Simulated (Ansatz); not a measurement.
# Si16C: the cost of one run

Method: DFT PBE+D3(BJ), plane waves, PAW, scalar-relativistic, collinear spin, in Ansatz 0.2.0.

## 1. The system as given

The cell holds 17 atoms (CSi16): a = 7.679 Å, b = 7.679 Å, c = 7.679 Å, α = 60.00°, β = 60.00°, γ = 60.00°.

Its coordinates follow in the input file.

## 2. End point A

Input file input.yaml:

```yaml
crystal:
  lattice:
    - [0.0, 5.43, 5.43]
    - [5.43, 0.0, 5.43]
    - [5.43, 5.43, 0.0]
  atoms:
    - { symbol: Si, position: [0.0, 0.0, 0.0] }
    - { symbol: Si, position: [0.125, 0.125, 0.125] }
    - { symbol: Si, position: [0.0, 0.0, 0.5] }
    - { symbol: Si, position: [0.125, 0.125, 0.625] }
    - { symbol: Si, position: [0.0, 0.5, 0.0] }
    - { symbol: Si, position: [0.125, 0.625, 0.125] }
    - { symbol: Si, position: [0.0, 0.5, 0.5] }
    - { symbol: Si, position: [0.125, 0.625, 0.625] }
    - { symbol: Si, position: [0.5, 0.0, 0.0] }
    - { symbol: Si, position: [0.625, 0.125, 0.125] }
    - { symbol: Si, position: [0.5, 0.0, 0.5] }
    - { symbol: Si, position: [0.625, 0.125, 0.625] }
    - { symbol: Si, position: [0.5, 0.5, 0.0] }
    - { symbol: Si, position: [0.625, 0.625, 0.125] }
    - { symbol: Si, position: [0.5, 0.5, 0.5] }
    - { symbol: Si, position: [0.625, 0.625, 0.625] }
    - { symbol: C, position: [0.8244797, 0.3086245, 0.3068336], spin: 1.0 }
magnetization:
  spin_polarized: true
basis:
  ecutwfc: 420.0
kpoints:
  mp_grid: { grid: [2, 2, 2] }
hamiltonian:
  xc: pbe
  dispersion: d3bj
  pseudopotentials: { kind: paw, azcp: { folder: soft_1 } }
scf:
  occupations: { method: gaussian, width: 0.05 }
  lower_state_search: "off"
relax:
  f_tol: 0.03
  max_steps: 60
  adjacent_minimum: "off"
output:
  write_density: true
  write_potential: true
  elf: true
  volumetric_format: npy
```

Command:

```
> ansatz run input.yaml --threads 2 --pin off --max-ram 5120MiB --backend cpu --events-out ev --progress --plain --runs-dir out
```

**Question.** How long does this run take on 2 threads of Arm Neoverse V2, shared host, and how much memory does it need?

About 1.9 min, with a peak of 0.7 GiB.
